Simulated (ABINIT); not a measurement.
# C in ABINIT: further runs

Runs on C. Level: LDA. Tasks: single point, relaxation of cell and atoms.

Everything below comes from runs of ABINIT 10.8.3 (patched build). Logs are shortened: lines on timing, memory, paths and dates and some standing lists are left out, and cuts for length are marked. The log counts tension as positive stress, the text compression.

**1. The structure**

The cell holds a slab with vacuum, 4 atoms: a = 2.456 Å, b = 2.456 Å, c = 24.134 Å, α = 90.00°, β = 90.00°, γ = 120.00°.

**2. Single point, LDA (cell relaxed)**

run.abi reads:

```
pp_dirpath "./"
pseudos "C.upf"

acell 3*1.0 Angstrom
rprim
     2.4489779100     0.0000000000     0.0000000000
    -1.2244889500     2.1208770800     0.0000000000
     0.0000000000     0.0000000000    23.5745749700
ntypat 1
znucl 6
natom 4
typat 1 1 1 1
xred
     0.6666666700     0.3333333300     0.5693794200
     0.3333333300     0.6666666700     0.4306205800
     0.0000000000     0.0000000000     0.4306800800
     0.0000000000     0.0000000000     0.5693199200
chkprim 0
chksymtnons 0
tolsym 1.0e-6

ecut 41.0

kptopt 1
ngkpt 9 9 2
nshiftk 1
shiftk 0.0 0.0 0.0

ixc 7

nband 12
occopt 3
tsmear 0.00183747

nstep 100
tolvrs 1.0e-10

iomode 3
prtwf 0
prtden 0
prteig 0
prtebands 0
```

Potentials or basis: PseudoDojo NC SR LDA v0.4.1 standard.

The run is started by

```
> mpirun --bind-to none -np 4 abinit run.abi > log 2>&1
```

run.abo:

```text
.Version 10.8.3 of ABINIT
 Symmetries : space group P-3 m 1 (#164); Bravais hP (primitive hexag.)
================================================================================
 Values of the parameters that define the memory need of the present run
     intxc =       0    ionmov =       0      iscf =       7    lmnmax =       4
     lnmax =       4     mgfft =     270  mpssoang =       2    mqgrid =   12842
     natom =       4  nloc_mem =       1    nspden =       1   nspinor =       1
    nsppol =       1      nsym =      12    n1xccc =    2501    ntypat =       1
    occopt =       3   xclevel =       1
       mpw =       10435          nfft =      243000          nkpt =          24
================================================================================
================================================================================

--------------------------------------------------------------------------------
------------- Echo of variables that govern the present computation ------------
--------------------------------------------------------------------------------
 -outvars: echo values of preprocessed input variables --------
            acell      1.8897261259E+00  1.8897261259E+00  1.8897261259E+00 Bohr
              amu      1.20110000E+01
          chkprim           0
      chksymtnons           0
             ecut      4.10000000E+01 Hartree
              ixc           7
         kptrlatt        9    0    0      0    9    0      0    0    2
          kptrlen      4.16510778E+01
            natom           4
            nband          12
            ngfft          30      30     270
             nkpt          24
            nstep         100
             nsym          12
           ntypat           1
           occopt           3
           prtden           0
        prtebands           0
           prteig           0
            prtwf           0
            rprim      2.4489779100E+00  0.0000000000E+00  0.0000000000E+00
                      -1.2244889500E+00  2.1208770800E+00  0.0000000000E+00
                       0.0000000000E+00  0.0000000000E+00  2.3574574970E+01
          spgroup         164
           tolsym      1.00000000E-06
           tolvrs      1.00000000E-10
           tsmear      1.83747000E-03 Hartree
            typat      1  1  1  1
           xangst      1.2244889567E+00  7.0695902667E-01  1.3422877823E+01
                       3.3333332788E-09  1.4139180533E+00  1.0151697147E+01
                      -9.0630388564E-17  7.8488218887E-17  1.0153099834E+01
                      -9.0630388564E-17  7.8488218887E-17  1.3421475136E+01
            xcart      2.3139487723E+00  1.3359589426E+00  2.5365562907E+01
                       6.2990869833E-09  2.6719178853E+00  1.9183927321E+01
                      -1.7126661307E-16  1.4832123781E-16  1.9186578015E+01
                      -1.7126661307E-16  1.4832123781E-16  2.5362912213E+01
             xred      6.6666666667E-01  3.3333333333E-01  5.6937942000E-01
                       3.3333333333E-01  6.6666666667E-01  4.3062058000E-01
                      -1.8503717077E-17  3.7007434154E-17  4.3068008000E-01
                      -1.8503717077E-17  3.7007434154E-17  5.6931992000E-01
            znucl        6.00000

================================================================================

 chkinp: Checking input parameters for consistency.

================================================================================
== DATASET  1 ==================================================================

--- !DatasetInfo
iteration_state: {dtset: 1, }
dimensions: {natom: 4, nkpt: 24, mband: 12, nsppol: 1, nspinor: 1, nspden: 1, mpw: 10435, }
cutoff_energies: {ecut:  41.0, pawecutdg:  -1.0, }
electrons: {nelect:   1.60000000E+01, charge:   0.00000000E+00, occopt:   3.00000000E+00, tsmear:   1.83747000E-03, }
meta: {optdriver: 0, ionmov: 0, optcell: 0, iscf: 7, paral_kgb: 0, }
...

 Exchange-correlation functional for the present dataset will be:
  LDA: Perdew-Wang 92 LSD fit to Ceperley-Alder data - ixc=7
  J.P.Perdew and Y.Wang, PRB 45, 13244 (1992)

 Real(R)+Recip(G) space primitive vectors, cartesian coordinates (Bohr,Bohr^-1):
 R(1)=  4.6278975  0.0000000  0.0000000  G(1)=  0.2160808  0.1247543  0.0000000
 R(2)= -2.3139488  4.0078768  0.0000000  G(2)=  0.0000000  0.2495087  0.0000000
 R(3)=  0.0000000  0.0000000 44.5494902  G(3)=  0.0000000  0.0000000  0.0224469
 Unit cell volume ucvol=  8.2630587E+02 bohr^3
 Angles (23,13,12)=  9.00000000E+01  9.00000000E+01  1.20000000E+02 degrees

 getcut: wavevector=  0.0000  0.0000  0.0000  ngfft=  30  30 270
         ecut(hartree)=     41.000   => boxcut(ratio)=   2.10264

--- Pseudopotential description ------------------------------------------------
- pspini: atom type   1  psp file is ./C.upf
12 -1012 1 -1 1234                            pspcod,pspxc,lmax,lloc,mmax
     nproj     2     2

   2.78465922E+02                                ecore*ucvol(ha*bohr**3)
--------------------------------------------------------------------------------

================================================================================

--- !BeginCycle
iteration_state: {dtset: 1, }
solver: {iscf: 7, nstep: 100, nline: 4, wfoptalg: 0, }
tolerances: {tolvrs: 1.00E-10, }
...

     iter   Etot(hartree)      deltaE(h)  residm     vres2
 ETOT  1  -24.016201355430    -2.402E+01 1.130E-01 1.290E+03
 ETOT  2  -24.122190410604    -1.060E-01 3.847E-03 9.704E+02
 ETOT  3  -24.123149341149    -9.589E-04 4.016E-03 7.907E+02
 ETOT  4  -24.123739150272    -5.898E-04 1.486E-03 6.030E+02
 ETOT  5  -24.124079753120    -3.406E-04 1.522E-03 4.499E+02
 ETOT  6  -24.124258009766    -1.783E-04 8.915E-04 3.524E+02
 ETOT  7  -24.124379115605    -1.211E-04 6.348E-04 2.765E+02
 ETOT  8  -24.124419299356    -4.018E-05 6.266E-04 2.054E+02
 ETOT  9  -24.124430474706    -1.118E-05 5.809E-04 1.517E+02
 ETOT 10  -24.124439585341    -9.111E-06 3.448E-04 1.195E+02
 ETOT 11  -24.124444097784    -4.512E-06 4.137E-04 8.540E+01
 ETOT 12  -24.124449288691    -5.191E-06 4.890E-03 5.477E+01
 ETOT 13  -24.124451115031    -1.826E-06 4.811E-03 2.368E+01
 ETOT 14  -24.124453337311    -2.222E-06 3.142E-03 3.489E+00
 ETOT 15  -24.124453324537     1.277E-08 3.195E-03 1.533E-01
 ETOT 16  -24.124453450874    -1.263E-07 3.041E-03 2.222E-02
 ETOT 17  -24.124453586769    -1.359E-07 1.590E-04 4.479E-03
 ETOT 18  -24.124453600137    -1.337E-08 4.885E-05 1.633E-03
 ETOT 19  -24.124453601377    -1.240E-09 2.272E-05 9.984E-04
 ETOT 20  -24.124453601864    -4.867E-10 1.509E-05 4.296E-04
 ETOT 21  -24.124453601948    -8.402E-11 6.559E-06 1.849E-04
 ETOT 22  -24.124453602007    -5.959E-11 3.310E-06 7.130E-05
 ETOT 23  -24.124453601997     9.837E-12 1.401E-06 2.839E-05
 ETOT 24  -24.124453602003    -5.951E-12 7.239E-07 1.555E-05
 ETOT 25  -24.124453602009    -5.357E-12 3.114E-07 1.191E-05
 ETOT 26  -24.124453602009    -5.187E-13 1.630E-07 9.573E-06
 ETOT 27  -24.124453602014    -4.476E-12 1.156E-07 2.778E-06
 ETOT 28  -24.124453601999     1.491E-11 5.902E-08 9.392E-08
 ETOT 29  -24.124453602000    -1.297E-12 4.930E-08 2.576E-09
 ETOT 30  -24.124453602001    -3.553E-13 2.585E-08 1.966E-09
 ETOT 31  -24.124453602016    -1.582E-11 2.156E-08 1.636E-09
 ETOT 32  -24.124453602012     4.221E-12 1.140E-08 7.668E-10
 ETOT 33  -24.124453602003     9.528E-12 9.477E-09 3.218E-10
 ETOT 34  -24.124453602004    -9.166E-13 5.051E-09 1.221E-10
 ETOT 35  -24.124453602003     5.116E-13 4.179E-09 8.838E-11

 At SCF step   35       vres2   =  8.84E-11 < tolvrs=  1.00E-10 =>converged.

 Cartesian components of stress tensor (hartree/bohr^3)
  sigma(1 1)=  1.66252656E-06  sigma(3 2)=  0.00000000E+00
  sigma(2 2)=  1.66252786E-06  sigma(3 1)=  0.00000000E+00
  sigma(3 3)=  1.66558790E-06  sigma(2 1)= -9.65409675E-13

--- !ResultsGS
iteration_state: {dtset: 1, }
comment   : Summary of ground state results
lattice_vectors:
- [  4.6278975,   0.0000000,   0.0000000, ]
- [ -2.3139488,   4.0078768,   0.0000000, ]
- [  0.0000000,   0.0000000,  44.5494902, ]
lattice_lengths: [   4.62790,    4.62790,   44.54949, ]
lattice_angles: [ 90.000,  90.000, 120.000, ] # degrees, (23, 13, 12)
lattice_volume:   8.2630587E+02
convergence: {deltae:  5.116E-13, res2:  8.838E-11, residm:  4.179E-09, diffor: null, }
etotal    :  -2.41244536E+01
entropy   :   0.00000000E+00
fermie    :  -6.79802185E-02
cartesian_stress_tensor: # hartree/bohr^3
- [  1.66252656E-06,  -9.65409675E-13,   0.00000000E+00, ]
- [ -9.65409675E-13,   1.66252786E-06,   0.00000000E+00, ]
- [  0.00000000E+00,   0.00000000E+00,   1.66558790E-06, ]
pressure_GPa:  -4.8943E-02
xred      :
- [  6.6667E-01,   3.3333E-01,   5.6938E-01,  C]
- [  3.3333E-01,   6.6667E-01,   4.3062E-01,  C]
- [ -1.8504E-17,   3.7007E-17,   4.3068E-01,  C]
- [ -1.8504E-17,   3.7007E-17,   5.6932E-01,  C]
cartesian_forces: # hartree/bohr
- [  5.39937357E-26,  -2.39711912E-25,  -6.18968286E-06, ]
- [ -8.75070890E-26,   9.13700113E-26,   6.18968286E-06, ]
- [ -1.91770855E-25,   1.25768133E-25,   4.65714747E-06, ]
- [  2.25284208E-25,   2.25737669E-26,  -4.65714747E-06, ]
force_length_stats: {min:   4.65714747E-06, max:   6.18968286E-06, mean:   5.42341516E-06, }
...

 Integrated electronic density in atomic spheres:
 ------------------------------------------------
 Atom  Sphere_radius  Integrated_density
    1        2.00000          4.79239378
    2        2.00000          4.79239378
    3        2.00000          4.79097718
    4        2.00000          4.79097718
================================================================================

 ----iterations are completed or convergence reached----

 Mean square residual over all n,k,spin=   25.976E-12; max=  41.790E-10
 reduced coordinates (array xred) for    4 atoms
       0.666666666667      0.333333333333      0.569379420000
       0.333333333333      0.666666666667      0.430620580000
      -0.000000000000      0.000000000000      0.430680080000
      -0.000000000000      0.000000000000      0.569319920000
 rms dE/dt=  1.4088E-04; max dE/dt=  2.7575E-04; dE/dt below (all hartree)
    1      -0.000000000000      0.000000000000      0.000275747216
    2       0.000000000000     -0.000000000000     -0.000275747216
    3       0.000000000000     -0.000000000000     -0.000207473546
    4      -0.000000000000      0.000000000000      0.000207473546

 cartesian coordinates (angstrom) at end:
    1      1.22448895666667     0.70695902666667    13.42287782316511
    2      0.00000000333333     1.41391805333333    10.15169714683488
    3     -0.00000000000000     0.00000000000000    10.15309983404560
    4     -0.00000000000000     0.00000000000000    13.42147513595440

 cartesian forces (hartree/bohr) at end:
    1      0.00000000000000    -0.00000000000000    -0.00000618968286
    2     -0.00000000000000     0.00000000000000     0.00000618968286
    3     -0.00000000000000     0.00000000000000     0.00000465714747
    4      0.00000000000000     0.00000000000000    -0.00000465714747
 frms,max,avg= 3.1623092E-06 6.1896829E-06   0.000E+00  0.000E+00  0.000E+00 h/b

 cartesian forces (eV/Angstrom) at end:
    1      0.00000000000000    -0.00000000000000    -0.00031828628983
    2     -0.00000000000000     0.00000000000000     0.00031828628983
    3     -0.00000000000000     0.00000000000000     0.00023948015166
    4      0.00000000000000     0.00000000000000    -0.00023948015166
 frms,max,avg= 1.6261248E-04 3.1828629E-04   0.000E+00  0.000E+00  0.000E+00 e/A
 length scales=  1.889726125908  1.889726125908  1.889726125908 bohr
              =  1.000000000000  1.000000000000  1.000000000000 angstroms
 Fermi (or HOMO) energy (hartree) =  -0.06798   Average Vxc (hartree)=  -0.12636
 Eigenvalues (hartree) for nkpt=  24  k points:
 kpt#   1, nband= 12, wtk=  0.00617, kpt=  0.0000  0.0000  0.0000 (reduced coord)
  -0.78644   -0.77934   -0.37419   -0.33215   -0.17792   -0.17792   -0.17749   -0.17749
   0.06105    0.07910    0.10395    0.12921
      occupation numbers for kpt#   1
   2.00000    2.00000    2.00000    2.00000    2.00000    2.00000    2.00000    2.00000
   0.00000    0.00000    0.00000    0.00000
 prteigrs : prtvol=0 or 1, do not print more k-points.

--- !EnergyTerms
iteration_state     : {dtset: 1, }
comment             : Components of total free energy in Hartree
kinetic             :  1.70048039800615E+01
hartree             :  1.85628771488795E+02
xc                  : -8.57416218564811E+00
Ewald energy        :  1.66766767173147E+02
psp_core            :  3.37001019737256E-01
local_psp           : -3.83961505087737E+02
non_local_psp       : -1.32600364795193E+00
internal            : -2.41243272595963E+01
'-kT*entropy'       : -1.26342406726702E-04
total_energy        : -2.41244536020030E+01
total_energy_eV     : -6.56459824937351E+02
band_energy         : -6.45209810520626E+00
...

 Cartesian components of stress tensor (hartree/bohr^3)
  sigma(1 1)=  1.66252656E-06  sigma(3 2)=  0.00000000E+00
  sigma(2 2)=  1.66252786E-06  sigma(3 1)=  0.00000000E+00
  sigma(3 3)=  1.66558790E-06  sigma(2 1)= -9.65409675E-13

-Cartesian components of stress tensor (GPa)         [Pressure= -4.8943E-02 GPa]
- sigma(1 1)=  4.89132202E-02  sigma(3 2)=  0.00000000E+00
- sigma(2 2)=  4.89132585E-02  sigma(3 1)=  0.00000000E+00
- sigma(3 3)=  4.90032879E-02  sigma(2 1)= -2.84033333E-08

== END DATASET(S) ==============================================================
================================================================================

 -outvars: echo values of variables after computation  --------
            acell      1.8897261259E+00  1.8897261259E+00  1.8897261259E+00 Bohr
           etotal     -2.4124453602E+01
            fcart      5.3993735739E-26 -2.3971191166E-25 -6.1896828586E-06
                      -8.7507088956E-26  9.1370011330E-26  6.1896828586E-06
                      -1.9177085452E-25  1.2576813341E-25  4.6571474710E-06
                       2.2528420774E-25  2.2573766923E-26 -4.6571474710E-06
            rprim      2.4489779100E+00  0.0000000000E+00  0.0000000000E+00
                      -1.2244889500E+00  2.1208770800E+00  0.0000000000E+00
                       0.0000000000E+00  0.0000000000E+00  2.3574574970E+01
           strten      1.6625265633E-06  1.6625278634E-06  1.6655879023E-06
                       0.0000000000E+00  0.0000000000E+00 -9.6540967538E-13
           xangst      1.2244889567E+00  7.0695902667E-01  1.3422877823E+01
                       3.3333332788E-09  1.4139180533E+00  1.0151697147E+01
                      -9.0630388564E-17  7.8488218887E-17  1.0153099834E+01
                      -9.0630388564E-17  7.8488218887E-17  1.3421475136E+01
             xred      6.6666666667E-01  3.3333333333E-01  5.6937942000E-01
                       3.3333333333E-01  6.6666666667E-01  4.3062058000E-01
                      -1.8503717077E-17  3.7007434154E-17  4.3068008000E-01
                      -1.8503717077E-17  3.7007434154E-17  5.6931992000E-01
 Calculation completed.
```

It took 81 s on 4 MPI ranks of Arm Neoverse V1, shared host; peak memory 0.48 GiB.

What came out:

* Free energy: -656.4598 eV
* Band gap on the k mesh: none (metal or under the smearing width)
* All electrons inside the program's atomic spheres: C 4.79 (radii [1.0584] Å)

Levels at points of the mesh, in eV from the Fermi level:
| k point | band 5 | band 6 | band 7 | band 8 | band 9 | band 10 | band 11 | band 12 |
| --- | --- | --- | --- | --- | --- | --- | --- | --- |
| (0.00, 0.00, 0.00) | -2.99 | -2.99 | -2.98 | -2.98 | 3.51 | 4.00 | 4.68 | 5.37 |
| (0.00, 0.00, 0.50) | -2.99 | -2.99 | -2.98 | -2.98 | 3.51 | 3.99 | 4.76 | 5.14 |

[end of part 1 of 2]
